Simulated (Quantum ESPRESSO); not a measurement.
## C: phonons at points of the zone under several settings

```
CELL_PARAMETERS angstrom
4.25517 0.00000 0.00000
0.00000 4.25517 0.00000
0.00000 0.00000 1.28229
ATOMIC_POSITIONS crystal
C 0.50000 0.50000 0.50000
```

The cell was built by a generator and needn't be a form met in nature.

All runs used Quantum ESPRESSO 7.5; potentials PseudoDojo 0.4.1 SR LDA standard; k mesh 5 × 5 × 17; given cell, atoms relaxed; no spin polarisation; cutoff 1116 eV; occupations cold, width 0.2 eV.

| level | point | frequencies (cm⁻¹) |
| --- | --- | --- |
| LDA | A (0.500, 0.500, 0.500) | ? |
| LDA | M (0.500, 0.500, 0.000) | 70i 70i 4 |
| LDA | R (0.000, 0.500, 0.500) | 504 511 737 |
| LDA | X (0.000, 0.500, 0.000) | 73i 2 22 |
| LDA | Z (0.000, 0.000, 0.500) | 511 511 697 |

Question: What stands in the row left open?

Answer: Frequencies 505 505 777 cm⁻¹.

Values marked i are imaginary: the cell is unstable against those modes at that level, or the meshes are too thin.

Caveats: the mesh is thin for the phonons of a metal; the q point doesn't lie on the k mesh, which can shift a metal's frequencies strongly unless the mesh is converged; some modes are imaginary (some runs).

For the row left open. Caveat: the mesh is thin for the phonons of a metal; the q point doesn't lie on the k mesh, which can shift a metal's frequencies strongly unless the mesh is converged.
